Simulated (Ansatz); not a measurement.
# BN (R3m) in Ansatz: further runs

Runs on BN. Level: PBE. Tasks: single point.

Everything below comes from runs of Ansatz 0.2.0. Logs are shortened: lines on timing, memory, paths and dates and some standing lists are left out, and cuts for length are marked.

## (1) Starting point

The structure is trigonal, space group R3m (No. 160). Conventional cell: a = 2.502 Å, b = 2.502 Å, c = 10.119 Å, α = 90.00°, β = 90.00°, γ = 120.00°. Around N (site symmetry 3m) lie 3 B at 1.44 Å. B (site symmetry 3m) is surrounded by 3 N at 1.44 Å.

The cell is a database's computed one.

## (2) Single point, PBE

input.yaml reads:

```yaml
crystal:
  lattice:
    - [1.2511217832, 0.7223354983, 3.3729344033]
    - [-1.2511217832, 0.7223354983, 3.3729344033]
    - [0.0, -1.4446709966, 3.3729344033]
  atoms:
    - { symbol: "N", position: [0.6672382, 0.6672382, 0.6672382] }
    - { symbol: B, position: [0.0003288, 0.0003288, 0.0003288] }
hamiltonian:
  xc: pbe
  pseudopotentials: { kind: paw }
kpoints:
  mp_grid: { grid: [12, 12, 12] }
scf:
  occupations: { method: gaussian, width: 0.019 }
output:
  forces: true
  stress: true
  eigenvalues: true
```

Potentials or basis: Ansatz PAW.

Launch:

```sh
ansatz run input.yaml --threads 2 --pin off --max-ram 5632MiB --backend cpu --events-out ev --progress --plain --runs-dir out
```

Log:

```text
Warning: RAYON_NUM_THREADS=2 ignored (pool sized by the plan → 2); use --threads N
basis.fft_grid_basis auto: the FFT boxes are laid along the combinations [[1, 0, -1], [0, 1, -1], [0, 0, 1]] of the cell's own vectors, 2.502, 2.502 and 3.669 Å long. The dense box has 18×18×25 points. Along the cell's own vectors, as sized, it would have 25×25×25, 1.93 times as many. Of the 6 symmetry operations that the crystal satisfies within crystal.symmetry.tolerance (time reversal apart; of a slab, those that keep its plane) the dense box along the cell's own vectors carries 6, and the one as laid loses 4 of those. basis.fft_grid_basis: typed keeps the cell's own vectors: state it where this run's energies or levels are differenced outside the engine with another run's, or held beside a run that keeps those vectors.
Engine: ansatz 0.2.0, aarch64-unknown-linux-gnu
Pseudopotentials: kind: paw
Pseudopotential: N, paw, valence charge 5, recommended cutoff 420 eV (normal), N.paw.azcp
Pseudopotential: B, paw, valence charge 3, recommended cutoff 420 eV (normal), B.paw.azcp
Functional definition: PBE
  parameter kappa = 0.804
  parameter beta = 0.06672455060314922
  exchange = pbe_x(kappa = kappa, mu = beta*pi^2/3)
  correlation = pbe_c(beta = beta)
Crystal: 2 atoms, lattice volume = 18.289 Å³
Basis set: ecut = 420 eV, 359 PW (Γ), FFT grids on a1−a3, a2−a3, a3, exchange–correlation on 36×36×50 points (8 copies of the dense FFT grid, shifted against one another)
Bands: 8, of which v1, the nominal top of the filled ones, is band 4 counted from 1 (3 counted from 0)
Symmetry: 6 space group operations
Space group: R3m (ITA 160), of the structure as read, at distance tolerance 2.6e-5 Å
k-points: 189 of 1728 (time reversal used)
Non-local potential: N, projectors of the file, l = 0: 2, l = 1: 2, l = 2: 1
Non-local potential: B, projectors of the file, l = 0: 2, l = 1: 2, l = 2: 1
PAW form: soft (Blöchl's): semilocal exchange-correlation on the pseudo side does not see the compensation charge
PAW one-centre angular grid: N, 110 points (default); XC on 64 Gauss nodes
PAW one-centre angular grid: B, 110 points (default); XC on 64 Gauss nodes
Initial density: superposition of atomic densities (neutral atoms: chi_scale 0, normalization atom), corrected by the library's trained network
Initial wavefunctions: pseudopotential atomic-orbital guess
Functional: x = pbe(κ = 0.804, μ = 0.2195149727645171), c = pbe(β = 0.06672455060314922)
SCF iter   1: F=—  HF=-542.407100 eV  |F-HF|=—  |Δ(HF+E_count)|=         —  Δρ=1.66e-3  dr2=1.80e-4  ethr=1.77e-3  ⟨swp⟩=5.0  Hψ=10328  notcnv=0
preconditioner: auto → none  [insulator: Δε(μ)=4.278 eV  Ē_g=18.584 eV  σ=0.019 eV  W_gap=1.00  n_scr=2 (ndim 8)  ℏωp=24.6 eV  f_vac=0.007  D(μ)=0.00/eV (n_scr^D=0)  ε∞_Penn≈2.7]
SCF iter   2: F=—  HF=-542.408030 eV  |F-HF|=—  |Δ(HF+E_count)|=   9.30e-4  Δρ=8.55e-4  dr2=2.94e-5  ethr=2.25e-6  ⟨swp⟩=2.0  Hψ=4525  notcnv=0
SCF iter   3: F=—  HF=-542.408202 eV  |F-HF|=—  |Δ(HF+E_count)|=   1.72e-4  Δρ=4.16e-4  dr2=6.36e-6  ethr=3.68e-7  ⟨swp⟩=2.1  Hψ=2455  notcnv=0
SCF iter   4: F=—  HF=-542.408254 eV  |F-HF|=—  |Δ(HF+E_count)|=   5.28e-5  Δρ=4.25e-5  dr2=1.78e-7  ethr=7.94e-8  ⟨swp⟩=2.0  Hψ=2665  notcnv=0
iter 5 did not close the SCF: its close was put off for the readings that it lacked (scf_convergence_deferred on its scf_iter line)
SCF iter   5: F=-542.408254 eV  HF=-542.408254 eV  |F-HF|=2.88e-8  |Δ(HF+E_count)|=   3.68e-9  Δρ=1.58e-5  dr2=1.77e-8  ethr=2.23e-9  ⟨swp⟩=2.0  Hψ=2265  notcnv=0
SCF iter   6: F=-542.408254 eV  HF=-542.408254 eV  |F-HF|=3.07e-10  |Δ(HF+E_count)|=   3.34e-8  Δρ=2.04e-6  dr2=3.83e-10  ethr=2.21e-10  ⟨swp⟩=2.2  Hψ=5371  notcnv=0
SCF 1 converged in 6 iterations: F = -542.408254 eV  dr2 = 3.83e-10
SCF converged after 6 iterations
Free energy (F): -542.408254 eV
Harris-Foulkes:  -542.408254 eV  (|F-HF|=3.07e-10)
Internal energy: -542.408254 eV  (E = F + TS)
E sigma→0 (E₀):  -542.408254 eV
Fermi energy:    6.715440 eV
--- Per-component energies (eV) ---
  E_band       = -20.283797
  E_kinetic    = 183.510283
  E_local      = -354.682336  (includes V_loc(G=0)·N_el)
  E_nonlocal   = 57.848663
  E_hartree    = 115.161014
  E_xc         = -92.229671
  E_vxc        = -114.425447  (∫ρ·V_xc dr)
  E_paw        = -206.831308  (= ΣΔE_a)
  E_vpaw       = -22.857002  (= ΣTr[D̂ρ^β])
  E_aug_tail   = 0.000098  (compensation charges beyond the density's cutoff)
  E_ewald      = -245.184997
  E_smearing   = -0.000000  (= −TS)
  E_closure    = -0.000000  (closes the sum)
  Σ components = -542.408254   (vs F -542.408254, Δ=0.00e0)
--- Forces (eV/Å), atoms counted from 1 ---
  atom   1  N      0.00000000     0.00000000    -0.00297882
  atom   2  B      0.00000000     0.00000000     0.00296405
  max |Σ_I F_I| component: 1.48e-5 eV/Å
--- Stress (GPa, compression-positive) ---
        4.159754       0.000000       0.000000
        0.000000       4.159754      -0.000000
        0.000000      -0.000000       2.365540
  P = ⅓ Tr σ = 3.5617 GPa (35.617 kbar)
--- Band table (eV; the first three rows and the last of 189) ---
  k-point 0: bands = ["-13.2031", "0.3910", "3.2845", "3.2845", "9.7420", "16.2784", "16.2784", "17.7014"]
  k-point 1: bands = ["-13.0654", "0.5400", "2.7164", "3.0273", "10.0245", "16.2065", "16.8689", "17.2303"]
  k-point 2: bands = ["-12.6601", "0.9719", "1.3024", "2.4009", "10.7669", "15.9196", "16.1191", "18.4751"]
  k-point 188: bands = ["-12.9444", "-1.5604", "3.2673", "3.2673", "14.6828", "16.2081", "16.2081", "16.7919"]
```

It took 1.2 s on 2 threads of Arm Neoverse V2, shared host; peak memory 0.3 GiB.

What came out:

```
Free energy            : -542.4083 eV
Pressure               : 3.6 GPa
Band gap on the k mesh : 4.29 eV, indirect (least direct gap 4.70 eV)
```

Forces in eV/Å, atoms in the order of the input:
```
N    0.000  0.000 -0.003
B    0.000  0.000  0.003
```

Caveat: the pressure holds a Pulay correction of +0.6 GPa for the finite cutoff. A k mesh can miss the band edges.

## (3) Single point, PBE

input.yaml: that of step 2 with these lines changed.

```diff
@@ -14,3 +14,3 @@
 scf:
-  occupations: { method: gaussian, width: 0.019 }
+  occupations: { method: gaussian, width: 0.02 }
 output:
```

Potentials or basis: Ansatz PAW.

Launch:

```sh
ansatz run input.yaml --threads 2 --pin off --max-ram 5632MiB --backend cpu --events-out ev --progress --plain --runs-dir out
```

Log:

```text
Warning: RAYON_NUM_THREADS=2 ignored (pool sized by the plan → 2); use --threads N
basis.fft_grid_basis auto: the FFT boxes are laid along the combinations [[1, 0, -1], [0, 1, -1], [0, 0, 1]] of the cell's own vectors, 2.502, 2.502 and 3.669 Å long. The dense box has 18×18×25 points. Along the cell's own vectors, as sized, it would have 25×25×25, 1.93 times as many. Of the 6 symmetry operations that the crystal satisfies within crystal.symmetry.tolerance (time reversal apart; of a slab, those that keep its plane) the dense box along the cell's own vectors carries 6, and the one as laid loses 4 of those. basis.fft_grid_basis: typed keeps the cell's own vectors: state it where this run's energies or levels are differenced outside the engine with another run's, or held beside a run that keeps those vectors.
[... 9 set-up lines as earlier in the session ...]
Crystal: 2 atoms, lattice volume = 18.289 Å³
Basis set: ecut = 420 eV, 359 PW (Γ), FFT grids on a1−a3, a2−a3, a3, exchange–correlation on 36×36×50 points (8 copies of the dense FFT grid, shifted against one another)
Bands: 8, of which v1, the nominal top of the filled ones, is band 4 counted from 1 (3 counted from 0)
[... 2 set-up lines as earlier in the session ...]
k-points: 189 of 1728 (time reversal used)
[... 8 set-up lines as earlier in the session ...]
[... 10 lines left out ...]
SCF converged after 6 iterations
Free energy (F): -542.408254 eV
Harris-Foulkes:  -542.408254 eV  (|F-HF|=3.08e-10)
Internal energy: -542.408254 eV  (E = F + TS)
E sigma→0 (E₀):  -542.408254 eV
Fermi energy:    6.715443 eV
--- Per-component energies (eV) ---
  E_band       = -20.283797
  E_kinetic    = 183.510283
  E_local      = -354.682337  (includes V_loc(G=0)·N_el)
  E_nonlocal   = 57.848663
  E_hartree    = 115.161015
  E_xc         = -92.229672
  E_vxc        = -114.425447  (∫ρ·V_xc dr)
  E_paw        = -206.831308  (= ΣΔE_a)
  E_vpaw       = -22.857002  (= ΣTr[D̂ρ^β])
  E_aug_tail   = 0.000098  (compensation charges beyond the density's cutoff)
  E_ewald      = -245.184997
  E_smearing   = -0.000000  (= −TS)
  E_closure    = -0.000000  (closes the sum)
  Σ components = -542.408254   (vs F -542.408254, Δ=0.00e0)
--- Forces (eV/Å), atoms counted from 1 ---
  atom   1  N      0.00000000     0.00000000    -0.00297896
  atom   2  B      0.00000000    -0.00000000     0.00296401
  max |Σ_I F_I| component: 1.50e-5 eV/Å
--- Stress (GPa, compression-positive) ---
        4.159754       0.000000       0.000000
       -0.000000       4.159754      -0.000000
        0.000000      -0.000000       2.365540
  P = ⅓ Tr σ = 3.5617 GPa (35.617 kbar)
--- Band table (eV; the first three rows and the last of 189) ---
  k-point 0: bands = ["-13.2031", "0.3910", "3.2845", "3.2845", "9.7420", "16.2784", "16.2784", "17.7014"]
  k-point 1: bands = ["-13.0654", "0.5400", "2.7164", "3.0273", "10.0245", "16.2065", "16.8689", "17.2303"]
  k-point 2: bands = ["-12.6601", "0.9719", "1.3024", "2.4009", "10.7669", "15.9196", "16.1191", "18.4751"]
  k-point 188: bands = ["-12.9444", "-1.5604", "3.2673", "3.2673", "14.6828", "16.2081", "16.2081", "16.7919"]
```

It took 1.2 s on 2 threads of Arm Neoverse V2, shared host; peak memory 0.3 GiB.

What came out:

* Free energy: -542.4083 eV
* Pressure: 3.6 GPa
* Band gap on the k mesh: 4.29 eV, indirect (least direct gap 4.70 eV)

Forces in eV/Å, atoms in the order of the input:
```
N    0.000  0.000 -0.003
B    0.000  0.000  0.003
```

Levels at points of the mesh, in eV from the valence-band top:
```tsv
k point	band 1	band 2	band 3	band 4	band 5	band 6	band 7	band 8
(0.00, 0.00, 0.00)	-17.77	-4.18	-1.29	-1.29	5.17	11.71	11.71	13.13
(0.00, 0.00, -0.50)	-14.59	-8.93	-4.07	-0.60	5.29	9.93	13.09	15.02
(0.00, -0.50, -0.50)	-14.52	-8.80	-4.13	-1.17	4.29	9.92	14.26	17.55
(-0.50, -0.50, -0.50)	-17.52	-6.13	-1.30	-1.30	10.11	11.64	11.64	12.22
```

Caveat: the pressure holds a Pulay correction of +0.6 GPa for the finite cutoff.
